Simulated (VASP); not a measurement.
A run of VASP 6.6.1 is set up as follows.

INCAR

```
  ALGO = Normal
  AMIX = 0.2
  AMIX_MAG = 0.8
  BMIX = 1E-4
  BMIX_MAG = 1E-4
  EDIFF = 1E-6
  ENCUT = 520
  GGA = PE
  ICORELEVEL = 1
  ISIF = 2
  ISMEAR = 1
  ISPIN = 2
  LASPH = T
  LCHARG = F
  LMAXMIX = 4
  LORBIT = 11
  LREAL = F
  LWAVE = F
  MAGMOM = 1.8 1.8
  NBANDS = 20
  NELM = 150
  PREC = Accurate
  SIGMA = 0.1
```

KPOINTS

```
k-points
0
Gamma
  15 10 25
```

File POSCAR:

```
Co
1.0
    2.4887480100      0.0000000000      0.0000000000
    0.0000000000      4.0261540000      0.0000000000
    1.2443740000      0.0000000000      2.1553189900
Co
2
Direct
    0.3333330000      0.7500000000      0.3333330000
    0.6666670000      0.2500000000      0.6666670000
```

Potentials or basis: VASP PAW PBE potentials, release 64 (Co).

Command:

```sh
$ cat potpaw_PBE.64/Co/POTCAR > POTCAR
$ mpirun -np 1 vasp_std > vasp.out
```

(1) What does it give for the band gap on the k mesh?

(2) What does it give for the pressure?

## Answers

(1) none (metal or under the smearing width).

(2) 0.6 GPa.
